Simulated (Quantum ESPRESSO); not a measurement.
# Ge (Fd-3m) in Quantum ESPRESSO: reference runs

Aim: a first look at Ge with PBEsol, on the cell as given.

Program: Quantum ESPRESSO 7.5. These are calculated values, not measurements. Logs are shortened: lines on timing, memory, paths and dates and some standing lists are left out, and cuts for length are marked.

**Experimental background.**

From “Electronic and optical properties of SixGe1-x-ySny alloys lattice-matched to Ge”, 2021, arxiv:2109.02782, for a bulk crystal of Ge at 293 K: band gap 0.666 eV (indirect).

How close the calculation comes is told below.

## Step 1: Starting point

It takes space group Fd-3m (No. 227, cubic). Conventional cell: a = 5.658 Å, b = 5.658 Å, c = 5.658 Å, α = 90.00°, β = 90.00°, γ = 90.00°. Ge (site symmetry -43m) is surrounded by 4 Ge at 2.45 Å.

## Step 2: Single point, PBEsol

Contents of pw.in:

```
&CONTROL
  calculation = 'scf'
  prefix = 'pwscf'
  outdir = './tmp'
  pseudo_dir = './pseudo'
  tprnfor = .true.
  tstress = .true.
  disk_io = 'low'
/
&SYSTEM
  ibrav = 0
  nat = 2
  ntyp = 1
  ecutwfc = 45
  ecutrho = 360
  nbnd = 21
  occupations = 'smearing'
  smearing = 'fd'
  degauss = 0.00367493
/
&ELECTRONS
  conv_thr = 4d-10
  electron_maxstep = 120
  mixing_beta = 0.5
/
ATOMIC_SPECIES
Ge    72.6300 ge_pbesol_v1.4.uspp.F.UPF
CELL_PARAMETERS angstrom
   0.0000000000    2.8289100000    2.8289100000
   2.8289100000    0.0000000000    2.8289100000
   2.8289100000    2.8289100000    0.0000000000
ATOMIC_POSITIONS crystal
Ge     0.7500000000    0.7500000000    0.7500000000
Ge     0.5000000000    0.5000000000    0.5000000000
K_POINTS automatic
8 8 8 0 0 0
```

Contents of pp_density.in:

```
&INPUTPP
  prefix = 'pwscf'
  outdir = './tmp'
  filplot = 'density.dat'
  plot_num = 0
/
&PLOT
  nfile = 1
  filepp(1) = 'density.dat'
  iflag = 3
  output_format = 6
  fileout = 'density.cube'
/
```

Contents of pp_potential.in:

```
&INPUTPP
  prefix = 'pwscf'
  outdir = './tmp'
  filplot = 'potential.dat'
  plot_num = 11
/
&PLOT
  nfile = 1
  filepp(1) = 'potential.dat'
  iflag = 3
  output_format = 6
  fileout = 'potential.cube'
/
```

Potentials or basis: GBRV 1.5 PBEsol.

The run is started by

```
$ OMP_NUM_THREADS=1 mpirun -n 2 pw.x -nk 2 -in pw.in > pw.out
$ OMP_NUM_THREADS=1 mpirun -n 1 pp.x -in pp_density.in > pp_density.out
$ OMP_NUM_THREADS=1 mpirun -n 1 pp.x -in pp_potential.in > pp_potential.out
```

pw.out:

```text
This program is part of the open-source Quantum ESPRESSO suite
     for quantum simulation of materials; please cite
[... 13 lines left out ...]
     --------------------
     sticks:   dense  smooth     PW     G-vecs:    dense   smooth      PW
     Sum        1417     703    211                35149    12387    2109

     Using Slab Decomposition

     bravais-lattice index     =            0
     lattice parameter (alat)  =       7.5602  a.u.
     unit-cell volume          =     305.5512 (a.u.)^3
     number of atoms/cell      =            2
     number of atomic types    =            1
     number of electrons       =        28.00
     number of Kohn-Sham states=           21
     kinetic-energy cutoff     =      45.0000  Ry
     charge density cutoff     =     360.0000  Ry
     scf convergence threshold =      4.0E-10
     mixing beta               =       0.5000
     number of iterations used =            8  plain     mixing
     Exchange-correlation= SLA  PW   PSX  PSC
                           (   1   4  10   8   0   0   0)

     celldm(1)=   7.560195  celldm(2)=   0.000000  celldm(3)=   0.000000
     celldm(4)=   0.000000  celldm(5)=   0.000000  celldm(6)=   0.000000

     crystal axes: (cart. coord. in units of alat)
               a(1) = (   0.000000   0.707107   0.707107 )
               a(2) = (   0.707107   0.000000   0.707107 )
               a(3) = (   0.707107   0.707107   0.000000 )

     reciprocal axes: (cart. coord. in units 2 pi/alat)
               b(1) = ( -0.707107  0.707107  0.707107 )
               b(2) = (  0.707107 -0.707107  0.707107 )
               b(3) = (  0.707107  0.707107 -0.707107 )

     PseudoPot. # 1 for Ge read from file:
     ge_pbesol_v1.4.uspp.F.UPF
     Pseudo is Ultrasoft + core correction, Zval = 14.0
     Generated by new atomic code, or converted to UPF format
     Using radial grid of  873 points,  6 beta functions with:
                l(1) =   0
                l(2) =   0
                l(3) =   1
                l(4) =   1
                l(5) =   2
                l(6) =   2
     Q(r) pseudized with  8 coefficients,  rinner =    1.400   1.400   1.400
                                                       1.400   1.400

     atomic species   valence    mass     pseudopotential
     Ge               14.00    72.63000     Ge( 1.00)

     48 Sym. Ops., with inversion, found (24 have fractional translation)

   Cartesian axes

     site n.     atom                  positions (alat units)
         1        Ge     tau(   1) = (   1.0606602   1.0606602   1.0606602  )
         2        Ge     tau(   2) = (   0.7071068   0.7071068   0.7071068  )

     number of k points=    29  Fermi-Dirac smearing, width (Ry)=  0.0037
                       cart. coord. in units 2pi/alat
        k(    1) = (   0.0000000   0.0000000   0.0000000), wk =   0.0039062
        k(    2) = (   0.0883883   0.0883883  -0.0883883), wk =   0.0312500
        k(    3) = (   0.1767767   0.1767767  -0.1767767), wk =   0.0312500
        k(    4) = (   0.2651650   0.2651650  -0.2651650), wk =   0.0312500
        k(    5) = (  -0.3535534  -0.3535534   0.3535534), wk =   0.0156250
        k(    6) = (   0.1767767   0.0000000   0.0000000), wk =   0.0234375
[... 21 lines left out ...]
        k(   28) = (  -0.7071068   0.1767767  -0.0000000), wk =   0.0468750
        k(   29) = (  -0.7071068   0.3535534   0.0000000), wk =   0.0234375

     Dense  grid:    35149 G-vectors     FFT dimensions: (  48,  48,  48)

     Smooth grid:    12387 G-vectors     FFT dimensions: (  36,  36,  36)

     Initial potential from superposition of free atoms

     starting charge      27.9984, renormalised to      28.0000
     Starting wfcs are   18 randomized atomic wfcs +    3 random wfcs

     Self-consistent Calculation

     iteration #  1     ecut=    45.00 Ry     beta= 0.50
     Davidson diagonalization with overlap
     ethr =  1.00E-02,  avg # of iterations =  4.5

     Threshold (ethr) on eigenvalues was too large:
     Diagonalizing with lowered threshold

     Davidson diagonalization with overlap
     ethr =  1.17E-04,  avg # of iterations =  2.7

     total energy              =    -426.38102500 Ry
     estimated scf accuracy    <       0.03328606 Ry

     iteration #  2     ecut=    45.00 Ry     beta= 0.50
     Davidson diagonalization with overlap
     ethr =  1.19E-04,  avg # of iterations =  1.0
[... 29 lines left out ...]
     total energy              =    -426.38043051 Ry
     estimated scf accuracy    <       0.00000005 Ry

     iteration #  7     ecut=    45.00 Ry     beta= 0.50
     Davidson diagonalization with overlap
     ethr =  1.75E-10,  avg # of iterations =  2.0

     End of self-consistent calculation

          k = 0.0000 0.0000 0.0000 (  1471 PWs)   bands (ev):

   -16.4708 -16.4708 -16.4708 -16.4344 -16.4344 -16.2233 -16.2233 -16.2233
   -16.2098 -16.2098  -4.4598   8.3189   8.3346   8.3346   8.3346  10.8630
    10.8630  10.8630  14.5605  17.7680  17.7680

          k = 0.0884 0.0884-0.0884 (  1534 PWs)   bands (ev):

   -16.4789 -16.4789 -16.4683 -16.4232 -16.4232 -16.2354 -16.2354 -16.2264
   -16.1998 -16.1998  -4.2691   5.9616   7.9977   7.9977   9.3323  11.3126
    11.3126  11.7807  15.5163  16.8433  16.8433
[... 13 lines left out ...]
          k =-0.3536-0.3536 0.3536 (  1538 PWs)   bands (ev):

   -16.4954 -16.4954 -16.4532 -16.3926 -16.3926 -16.2579 -16.2579 -16.2442
   -16.1828 -16.1828  -2.3615   0.7087   6.9269   6.9269   8.4530  12.0385
    12.0385  15.3021  18.7612  19.3499  19.4913

          k = 0.1768 0.0000 0.0000 (  1531 PWs)   bands (ev):

   -16.4784 -16.4766 -16.4766 -16.4256 -16.4109 -16.2578 -16.2181 -16.2147
   -16.2147 -16.1950  -4.2046   5.9301   7.4543   7.4543  10.1863  10.5528
    12.0616  12.0616  15.6253  15.8095  18.0336

          k = 0.2652 0.0884-0.0884 (  1543 PWs)   bands (ev):

   -16.4920 -16.4848 -16.4678 -16.4115 -16.3909 -16.2784 -16.2349 -16.2178
   -16.1997 -16.1858  -3.7674   4.1416   6.8038   6.8903  10.1939  10.9261
    12.8880  13.1400  15.5659  17.1436  17.8077
[... 19 lines left out ...]
          k =-0.0884-0.2652 0.2652 (  1562 PWs)   bands (ev):

   -16.4982 -16.4960 -16.4501 -16.4033 -16.3856 -16.2710 -16.2559 -16.2348
   -16.1869 -16.1780  -3.2983   2.8070   5.7596   7.4063   9.9299  12.0800
    12.2455  13.9672  15.8625  17.1018  18.6659

          k = 0.0000-0.1768 0.1768 (  1552 PWs)   bands (ev):

   -16.4902 -16.4832 -16.4645 -16.4158 -16.4043 -16.2558 -16.2460 -16.2144
   -16.2056 -16.1860  -3.9555   4.6883   6.5756   7.9527  10.0223  11.4324
    11.5617  13.0879  15.8185  16.6674  16.8697

          k = 0.3536 0.0000 0.0000 (  1587 PWs)   bands (ev):

   -16.4892 -16.4892 -16.4773 -16.4003 -16.3654 -16.3107 -16.2416 -16.1974
   -16.1949 -16.1949  -3.4471   3.6076   6.2879   6.2879   9.2760  11.0173
    14.1473  14.1473  15.3494  18.3359  18.8324

          k = 0.4419 0.0884-0.0884 (  1563 PWs)   bands (ev):

   -16.5038 -16.4959 -16.4581 -16.3827 -16.3452 -16.3313 -16.2594 -16.2208
   -16.1837 -16.1747  -2.7863   2.2490   5.4586   5.9369   9.5348  10.9687
    14.0490  14.7666  17.5517  19.2076  19.5433
[... 7 lines left out ...]
          k =-0.0884-0.4419 0.4419 (  1560 PWs)   bands (ev):

   -16.5198 -16.5048 -16.4206 -16.3636 -16.3542 -16.3057 -16.2944 -16.2610
   -16.1702 -16.1573  -1.7885   0.7228   4.1529   6.2456   9.8866  13.3118
    13.9710  15.0652  15.9563  17.2806  20.0412

          k = 0.0000-0.3536 0.3536 (  1554 PWs)   bands (ev):

   -16.5117 -16.5042 -16.4270 -16.3902 -16.3627 -16.2906 -16.2715 -16.2581
   -16.1711 -16.1678  -2.5690   1.7940   4.4373   6.8250  10.2451  13.1015
    13.3879  13.5680  15.9270  17.7058  20.1586

          k = 0.5303-0.0000 0.0000 (  1572 PWs)   bands (ev):

   -16.5005 -16.5005 -16.4573 -16.3677 -16.3630 -16.3129 -16.2771 -16.2212
   -16.1763 -16.1763  -2.2154   1.4129   5.5143   5.5143   8.8287   9.8208
    16.3536  16.3536  17.5208  20.1691  20.6033

          k =-0.0884-0.6187 0.6187 (  1573 PWs)   bands (ev):

   -16.5117 -16.5041 -16.4312 -16.3836 -16.3424 -16.2984 -16.2961 -16.2487
   -16.1704 -16.1636  -1.3834   0.3651   4.7469   5.4264   9.1497  10.2074
    16.1829  16.6149  18.8411  20.1554  20.1993

          k = 0.0000-0.5303 0.5303 (  1568 PWs)   bands (ev):

   -16.5219 -16.5059 -16.4168 -16.3579 -16.3314 -16.3181 -16.3126 -16.2632
   -16.1681 -16.1537  -1.0339   0.0258   3.9643   5.6906   9.4116  12.3575
    15.4929  15.6870  16.4312  18.0769  21.8175

          k =-0.7071 0.0000 0.0000 (  1588 PWs)   bands (ev):

   -16.5049 -16.5049 -16.4192 -16.4192 -16.3197 -16.3197 -16.2622 -16.2622
   -16.1688 -16.1688  -0.5654  -0.5654   5.2481   5.2481   8.9977   8.9977
    17.8153  17.8153  19.8418  19.8418  21.0798

          k = 0.3536 0.1768 0.0000 (  1552 PWs)   bands (ev):

   -16.4996 -16.4971 -16.4541 -16.3983 -16.3697 -16.3002 -16.2479 -16.2288
   -16.1856 -16.1775  -3.2206   2.9540   5.4555   6.7096  10.6435  11.1044
    12.9131  13.8449  16.3136  18.3357  18.6503

          k =-0.2652-0.4419 0.6187 (  1560 PWs)   bands (ev):

   -16.5115 -16.5035 -16.4324 -16.3834 -16.3570 -16.3089 -16.2643 -16.2531
   -16.1736 -16.1664  -2.4097   1.4980   4.7632   6.2260  10.7448  11.7008
    13.1740  14.4425  17.5860  17.8966  19.7444
[... 13 lines left out ...]
          k =-0.0884-0.4419 0.6187 (  1564 PWs)   bands (ev):

   -16.5201 -16.5106 -16.4093 -16.3542 -16.3456 -16.3205 -16.3008 -16.2687
   -16.1646 -16.1557  -1.2635   0.2919   4.1629   5.2285  10.5647  12.5030
    13.3705  15.3727  17.1749  19.9340  20.4387

          k = 0.0000-0.3536 0.5303 (  1554 PWs)   bands (ev):

   -16.5205 -16.5100 -16.4101 -16.3601 -16.3336 -16.3304 -16.2966 -16.2682
   -16.1652 -16.1560  -1.5904   0.6531   4.0102   5.5918  10.9462  12.8073
    13.2466  15.0612  16.4941  17.9571  21.5831

          k =-0.7071 0.1768-0.0000 (  1568 PWs)   bands (ev):

   -16.5126 -16.5126 -16.4000 -16.4000 -16.3214 -16.3214 -16.2786 -16.2786
   -16.1621 -16.1621  -0.5168  -0.5168   4.7698   4.7698  10.2019  10.2019
    15.8893  15.8893  19.3305  19.3305  21.1671

          k =-0.7071 0.3536 0.0000 (  1564 PWs)   bands (ev):

   -16.5187 -16.5187 -16.3766 -16.3766 -16.3275 -16.3275 -16.2953 -16.2953
   -16.1565 -16.1565  -0.4655  -0.4655   4.3986   4.3986  12.6180  12.6180
    12.9684  12.9684  19.3025  19.3025  21.2492

     the Fermi energy is     8.3538 ev

!    total energy              =    -426.38043052 Ry
     estimated scf accuracy    <          1.5E-10 Ry
     smearing contrib. (-TS)   =      -0.00006793 Ry
     internal energy E=F+TS    =    -426.38036259 Ry

     The total energy is F=E-TS. E is the sum of the following terms:
     one-electron contribution =    -278.57507703 Ry
     hartree contribution      =     164.97599576 Ry
     xc contribution           =    -115.28052313 Ry
     ewald contribution        =    -197.50075820 Ry

     convergence has been achieved in   7 iterations

     Forces acting on atoms (cartesian axes, Ry/au):

     atom    1 type  1   force =     0.00000000   -0.00000000    0.00000000
     atom    2 type  1   force =     0.00000000    0.00000000    0.00000000

     Total force =     0.000000     Total SCF correction =     0.000000

     Computing stress (Cartesian axis) and pressure

          total   stress  (Ry/bohr**3)                   (kbar)     P=        4.12
   0.00002804   0.00000000   0.00000000            4.12        0.00        0.00
   0.00000000   0.00002804   0.00000000            0.00        4.12        0.00
   0.00000000   0.00000000   0.00002804            0.00        0.00        4.12

=------------------------------------------------------------------------------=
   JOB DONE.
=------------------------------------------------------------------------------=
```

Wall time 15 s (2 MPI ranks of Intel Xeon Platinum 8259CL at 2.50GHz (Skylake/Cascade Lake), shared host); peak memory 0.24 GiB.

What came out:

| Property | Result |
| --- | --- |
| Free energy | -5801.2013 eV |
| Pressure | 0.4 GPa |
| Band gap on the k mesh | none (metal or under the smearing width) |

Caveat: this crystal is a semiconductor, whose small gap the functional closes, so the metal is an error of the method.

## Step 3: How close it comes

Step 2. Against the measured gap of Ge, 0.666 eV (indirect; 293 K; “Electronic and optical properties of SixGe1-x-ySny alloys lattice-matched to Ge”, 2021, arxiv:2109.02782), the calculated 0.00 eV is off by -0.67 eV. 3 values of this kind are on record (0.666 to 0.807 eV); this one was drawn at random among those near their median. Spin-orbit coupling on Ge is left out. The value is that of PBEsol on a finite k mesh, which can miss the band edges, without temperature or zero-point motion. Semilocal functionals fall short of measured gaps as a rule.
